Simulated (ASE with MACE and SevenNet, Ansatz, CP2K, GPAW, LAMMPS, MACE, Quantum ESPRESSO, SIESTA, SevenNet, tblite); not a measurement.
# Machine-learned potentials runs on amorphous TiO2 (84 atoms)

How do the settings of machine-learned potentials change the result for amorphous TiO2 (84 atoms)? A plane-wave run serves as the yardstick.

Calculated with ASE with MACE and SevenNet; the method is named at each step.

### Step 1. The starting structure

The cell holds 84 atoms: 28 Ti and 56 O. Cell: a = 10.274 Å, b = 10.274 Å, c = 10.274 Å, α = 90.0°, β = 90.0°, γ = 90.0°. 84 atoms (28 Ti, 56 O) placed at random at 3.55 g/cm³, melted at 5000 K for 10 ps at fixed volume with the Morse and Coulomb pair potential with partial charges (Pedone, Malavasi, Menziani, Cormack and Segre, J. Phys. Chem. B 110, 11780 (2006)). Quenched from 5000 K to 300 K at 10 K/ps and fixed volume, held 10 ps at zero pressure.

The yardstick, on the same geometry:

```
method                                           : Kohn-Sham DFT, PBE, PAW, plane waves (Ansatz 0.2.0); cutoff 420 eV, Γ point, fermi-dirac smearing of 0.05 eV; PAW set soft_2
r.m.s. force component                           : 0.7986 eV/Å
longest force                                    : 2.72 eV/Å
pressure                                         : 3.944 GPa
gap (highest filled to lowest empty level) : 2.251 eV
SCF cycles                                       : 12
time                                             : 22 s on 4 threads of Arm Neoverse V1, shared host
CPU time                                         : 84 s
```

### Step 2. MACE MP-0b3 medium potential

Method: machine-learned interatomic potential MACE MP-0b3 medium, trained on PBE(+U) plane-wave data.

Contents of run.py:

```python
import numpy as np
from ase.io import read
import mlip  # loads the published weights by name

atoms = read("structure.xyz")
atoms.calc = mlip.calc("mace-mp-0b3-medium")
energy = atoms.get_potential_energy()
forces = atoms.get_forces()
print(f"energy {energy:.6f} eV")
print("forces (eV/A)")
for i, (a, f) in enumerate(zip(atoms, forces)):
    print(f"{i:4d} {a.symbol:2s} {f[0]:10.5f} {f[1]:10.5f} {f[2]:10.5f}")
stress = -atoms.get_stress(voigt=False) * 160.21766
print("stress (GPa, compression positive)")
for row in stress:
    print(" ".join(f"{x:10.4f}" for x in row))
```

Contents of structure.xyz:

```xyz
84
Lattice="10.27383 0.00000 0.00000 0.00000 10.27383 0.00000 0.00000 0.00000 10.27383" Properties=species:S:1:pos:R:3 pbc="T T T"
Ti 7.48572 6.22758 7.73291
Ti 1.06108 1.58001 3.50214
Ti 4.82182 4.88582 0.03555
Ti 2.20672 7.79835 8.88440
Ti 9.68709 2.85869 6.26550
Ti 0.47989 5.12407 0.19212
Ti 3.43793 7.38092 1.84806
Ti 6.05529 9.52610 2.58705
Ti 1.81888 5.36335 6.73182
Ti 1.65727 2.24853 8.60896
Ti 1.98953 4.80209 3.18643
Ti 4.53990 7.85311 6.83405
Ti 4.37028 2.93400 7.31887
Ti 1.23389 10.01061 0.94088
Ti 7.26812 9.89575 5.53061
Ti 9.93746 10.14623 7.93037
Ti 3.73834 0.21842 5.14298
Ti 1.49484 8.33690 4.87247
Ti 8.26725 1.92347 1.58587
Ti 9.03727 8.34030 2.93780
Ti 7.68575 8.74734 9.91640
Ti 3.90539 2.06761 2.00668
Ti 4.73963 5.33099 4.55624
Ti 7.32113 2.79674 8.61214
Ti 9.25693 5.61814 4.93688
Ti 4.72237 0.34582 9.30737
Ti 7.71318 5.19301 2.13839
Ti 6.66823 3.15705 4.34604
O 2.96831 6.58799 7.52250
O 4.96257 4.10409 8.70019
O 5.70043 9.34538 6.17365
O 4.93781 8.30218 2.07778
O 5.44718 3.95388 5.69293
O 8.16030 6.47446 6.12310
O 7.15202 1.35851 4.99380
O 8.52060 2.20024 7.46353
O 7.65452 4.49891 8.24537
O 2.24093 2.91982 2.97191
O 5.79310 1.76843 8.33958
O 4.02457 1.65563 6.10101
O 5.08544 2.63390 3.29410
O 0.02712 2.17651 4.79562
O 10.12414 8.76666 4.33145
O 1.47584 5.55146 1.64073
O 1.01927 6.76193 5.61136
O 8.62591 9.77411 6.67840
O 9.89966 1.44193 2.16696
O 10.17212 9.00922 1.65224
O 4.53764 0.80876 0.81420
O 7.82671 3.28855 2.73037
O 1.02481 6.31810 9.29792
O 0.63533 1.48179 7.30665
O 7.09490 0.62547 1.99415
O 9.18018 4.95733 1.02594
O 6.34501 5.29041 0.85191
O 0.35229 4.87493 3.99878
[... 24 atom lines left out ...]
O 0.97293 0.68516 9.72315
O 8.25009 7.27521 9.00624
O 3.82063 9.00522 8.49769
O 0.94910 8.81864 7.99283
```

The run is started by

```console
OMP_NUM_THREADS=1 python run.py > output.txt
```

Output:

```text
energy -738.636860 eV
forces (eV/A)
   0 Ti   -0.34540    0.13166    1.49001
   1 Ti   -0.23647   -0.14504   -2.17224
   2 Ti   -0.50541    0.02947    0.02640
   3 Ti   -0.20396    0.57596   -0.70130
   4 Ti   -1.01549    0.78368    0.85616
   5 Ti    0.34129   -1.00398   -0.45347
   6 Ti   -0.87176   -1.01378    0.22502
   7 Ti    2.04921    1.15539    1.02246
   8 Ti    1.50762   -0.77969   -1.49884
   9 Ti    0.12683   -0.29589    0.49732
  10 Ti    0.87946   -0.60496    1.52168
  11 Ti    0.67895    0.66853    1.02661
  12 Ti   -0.17423    0.91411    1.07768
  13 Ti   -0.66421   -0.36675   -1.03183
  14 Ti   -0.08316    1.36856   -0.07001
  15 Ti    0.93887    0.34435   -0.33053
  16 Ti    0.52253   -1.15969   -0.13669
  17 Ti    1.50105   -0.31853   -0.88133
  18 Ti    0.30636   -0.84133    1.59918
  19 Ti   -0.83251    0.31519   -1.19589
  20 Ti    0.57002   -1.38969    0.27779
  21 Ti    0.15296    1.25200    0.03615
  22 Ti   -0.36732   -1.42509   -0.56586
  23 Ti   -1.13194    0.04566   -0.70130
[...]
76 O    -1.07287    0.40501   -0.07886
  77 O     0.50062    0.12739    0.12526
  78 O     0.28119    0.44595   -0.67840
  79 O     1.11880    0.59899    0.71200
  80 O     0.03198    0.70330   -0.80171
  81 O     0.18556   -0.31449   -0.20530
  82 O    -0.02403   -0.16349   -0.27422
  83 O     0.03059   -0.31442   -0.24181
stress (GPa, compression positive)
    4.6754    -0.6210    -0.3756
   -0.6210     4.2406     2.2109
   -0.3756     2.2109     6.4428
```

Run time: 10 s. Hardware: 1 thread of Arm Neoverse V1, shared host; peak memory 1.1 GiB.

Banners, paths, timers and routine set-up lines are dropped from the logs unmarked, and long logs keep their key lines alone; longer cuts are marked.

Compared with the plane-wave run:

```yaml
r_m_s_force_component: 0.7568 eV/Å
r_m_s_difference_of_force_components: 121.4 meV/Å
longest_difference_of_force_vectors: 563.7 meV/Å
force_difference_over_r_m_s_force: 15.21 %
slope_of_forces_against_the_reference_s: 0.9374
correlation_of_force_components: 0.9892
pressure: 5.12 GPa
pressure_difference: 1.176 GPa
```

Length of the force difference by element (eV/Å):

```tsv
element	atoms	mean	most
O	56	0.15	0.56
Ti	28	0.25	0.56
```

The surroundings of Ti23, picked at random, nearest first, numbered as they follow in the input and with coordinates relative to it.

```tsv
atom	x	y	z	distance (Å)	bonds	Fx	Fy	Fz (eV/Å)
Ti23	0.00	0.00	0.00	0.00	5	-0.37	-1.43	-0.57
O70	0.13	1.52	0.77	1.71	2	0.08	1.56	0.42
O68	-0.95	0.25	-1.62	1.89	3	-0.72	0.99	-0.94
O71	1.64	-0.24	-0.96	1.91	3	0.53	-0.07	0.06
O33	0.71	-1.38	1.14	1.92	3	0.01	-1.07	0.86
O61	-1.85	-0.42	0.59	1.99	3	-0.98	0.11	0.33
Ti28	1.93	-2.17	-0.21	2.91	6	-0.49	-0.76	0.57
O41	0.35	-2.70	-1.26	3.00	2	-0.12	-0.36	-0.48
Ti11	-2.75	-0.53	-1.37	3.12	5	0.88	-0.60	1.52
```

Atoms are counted from 1 here, from 0 in the log.

Forces lie 15 % from the reference's, at 0.11 times its CPU time (on 1 against 4 cores).

### Step 3. MACE MPA-0 medium potential

Method: machine-learned interatomic potential MACE MPA-0 medium, trained on PBE(+U) plane-wave data.

Changes to run.py since step 2:

```diff
@@ -5,3 +5,3 @@
 atoms = read("structure.xyz")
-atoms.calc = mlip.calc("mace-mp-0b3-medium")
+atoms.calc = mlip.calc("mace-mpa-0-medium")
 energy = atoms.get_potential_energy()
```

structure.xyz is that of step 2.

Output:

```text
energy -738.406705 eV
forces (eV/A)
   0 Ti   -0.37038    0.26162    1.54532
   1 Ti   -0.11019   -0.14965   -2.15837
   2 Ti   -0.69311    0.05217   -0.05396
   3 Ti   -0.18798    0.76737   -0.82818
   4 Ti   -1.04966    0.81728    0.97100
   5 Ti    0.48515   -1.08049   -0.51523
   6 Ti   -0.93596   -1.03678    0.26090
   7 Ti    2.08562    1.23778    0.93678
   8 Ti    1.67901   -0.79640   -1.61287
   9 Ti    0.06023   -0.27312    0.42099
  10 Ti    0.92419   -0.57309    1.60959
  11 Ti    0.60469    0.69572    1.13187
  12 Ti   -0.36354    0.99151    1.19125
  13 Ti   -0.75003   -0.35297   -1.11939
  14 Ti   -0.30086    1.45998   -0.12734
  15 Ti    1.20444    0.40394   -0.39786
  16 Ti    0.51344   -1.22537    0.08548
  17 Ti    1.58393   -0.47619   -0.87015
  18 Ti    0.31191   -0.76431    1.69724
  19 Ti   -0.73042    0.25800   -1.34263
  20 Ti    0.71840   -1.23232    0.33026
  21 Ti    0.06918    1.11374    0.06569
  22 Ti   -0.40330   -1.49487   -0.53779
  23 Ti   -1.27147    0.18326   -0.92465
[...]
76 O    -1.01777    0.38687   -0.05118
  77 O     0.57256    0.11910    0.15818
  78 O     0.45592    0.43047   -0.83079
  79 O     1.28723    0.62880    0.78862
  80 O    -0.00381    0.66051   -0.86875
  81 O     0.13062   -0.36341   -0.17659
  82 O     0.03390   -0.15403   -0.28751
  83 O    -0.11724   -0.19337   -0.29570
stress (GPa, compression positive)
    5.1557    -0.7020    -0.3254
   -0.7020     4.5678     2.4388
   -0.3254     2.4388     6.9642
```

The job ended after 10 s (1 thread; peak memory 1.1 GiB).

Numbers from this run, and their distance from the reference:

```yaml
r_m_s_force_component: 0.7972 eV/Å
r_m_s_difference_of_force_components: 115.6 meV/Å
longest_difference_of_force_vectors: 548.3 meV/Å
force_difference_over_r_m_s_force: 14.47 %
slope_of_forces_against_the_reference_s: 0.9877
correlation_of_force_components: 0.9895
pressure: 5.563 GPa
pressure_difference: 1.619 GPa
```

Against the first run (15 %), the force difference from the reference is 14 %, at 1.00 times the CPU time.

### Step 4. SevenNet 0 potential

Method: machine-learned interatomic potential SevenNet 0, trained on PBE(+U) plane-wave data.

Changes to run.py since step 3:

```diff
@@ -5,3 +5,3 @@
 atoms = read("structure.xyz")
-atoms.calc = mlip.calc("mace-mpa-0-medium")
+atoms.calc = mlip.calc("7net-0")
 energy = atoms.get_potential_energy()
```

structure.xyz is that of step 3.

Output:

```text
energy -739.093079 eV
forces (eV/A)
   0 Ti   -0.35113    0.30609    1.76720
   1 Ti   -0.19349   -0.21410   -2.23658
   2 Ti   -0.54910    0.01602    0.08441
   3 Ti   -0.22376    0.72632   -0.83064
   4 Ti   -1.09819    0.71959    0.94196
   5 Ti    0.47202   -1.20105   -0.51144
   6 Ti   -1.09577   -0.97693    0.44452
   7 Ti    2.07461    1.15928    0.99877
   8 Ti    1.60672   -0.93057   -1.56394
   9 Ti    0.10267   -0.32840    0.52608
  10 Ti    1.07991   -0.54287    1.51216
  11 Ti    0.59102    0.83728    1.06052
  12 Ti   -0.31692    1.06608    1.16214
  13 Ti   -0.68664   -0.32288   -1.15502
  14 Ti   -0.12189    1.49456   -0.10831
  15 Ti    1.26658    0.24040   -0.50368
  16 Ti    0.30587   -1.11347    0.04980
  17 Ti    1.46539   -0.37967   -0.83857
  18 Ti    0.33244   -0.82186    1.79351
  19 Ti   -0.79751    0.29276   -1.39174
  20 Ti    0.64468   -1.38481    0.29354
  21 Ti   -0.02772    1.27514    0.06096
  22 Ti   -0.49809   -1.57984   -0.62971
  23 Ti   -1.19851    0.08481   -0.68995
[...]
76 O    -0.97263    0.31568   -0.07278
  77 O     0.47017    0.17193   -0.03428
  78 O     0.47253    0.41639   -0.82981
  79 O     1.18049    0.65467    0.74080
  80 O     0.01307    0.74165   -0.79165
  81 O     0.10591   -0.38479   -0.29355
  82 O    -0.00091   -0.10223   -0.25166
  83 O    -0.03146   -0.24361   -0.22040
stress (GPa, compression positive)
    4.6739    -0.7166    -0.3643
   -0.7166     3.9970     2.3918
   -0.3643     2.3918     6.4971
```

Elapsed: 10 s, on 1 thread; peak memory 0.96 GiB.

Against the reference:

* r.m.s. force component: 0.7985 eV/Å
* r.m.s. difference of force components: 111.2 meV/Å
* longest difference of force vectors: 502 meV/Å
* force difference over r.m.s. force: 13.93 %
* slope of forces against the reference's: 0.9902
* correlation of force components: 0.9903
* pressure: 5.056 GPa
* pressure difference: 1.112 GPa

Against the first run (15 %), the force difference from the reference is 14 %, at 0.97 times the CPU time.

### Step 5. The ladder

Differences are against the plane-wave reference, forces as r.m.s. over components; share is that over the reference's r.m.s. force, slope the least-squares factor from reference forces to these. Total energies of different programs have different zeros and aren't compared.

```tsv
run	Δ force, r.m.s. (meV/Å)	share (%)	slope	Δ pressure (GPa)	cores	CPU time	memory (GiB)
reference	-	-	-	-	4	84 s	1.5
MACE MP-0b3 medium potential	121	15.2	0.937	1.18	1	9.2 s	1.1
MACE MPA-0 medium potential	116	14.5	0.988	1.62	1	9.2 s	1.1
SevenNet 0 potential	111	13.9	0.990	1.11	1	9 s	0.96
```

Times of the machine-learned potentials are mostly Python's start and the loading of weights.

CPU time is summed over cores on a shared host, where runs went side by side, so it is rough. Symmetry, cutoffs, thresholds, outputs and thread counts weren't matched or tuned between programs; memory under MPI is the largest rank's times the ranks.

### Step 6. Summary of results

- nearest in forces: a tie at 14 % of 2 runs: MACE MPA-0 medium potential; SevenNet 0 potential

In words: Machine-learned potentials differ by 14 % (SevenNet 0 potential) to 15 % (MACE MP-0b3 medium potential); they were trained on other programs' data. Machine-learned potentials mimic data converged in k, so the reference's own k-point error enters their differences. The quench rate of 10 K/ps is many orders above laboratory rates, so the cell is likely richer in defects and strain than a real sample. The network of bonds at the start is that of the classical potential that made the cell, and needn't be the one that DFT or experiment would give. The electronic-structure runs sample only Γ, in a cell whose shortest periodic width is 10 Å.

[Also dropped from logs without a mark: logging warnings of Python, and SIESTA's first energy breakdown and zero terms.]

[Logs are printed without paths, hosts, clocks, repeated set-up lines and the standing remarks that a program may print on its own settings, such as how far it seeks lower states.]

[Hosts, paths, dates, database ids (printed as entryN), source tags and the programs' standing remarks are cut or masked in the printed files.]
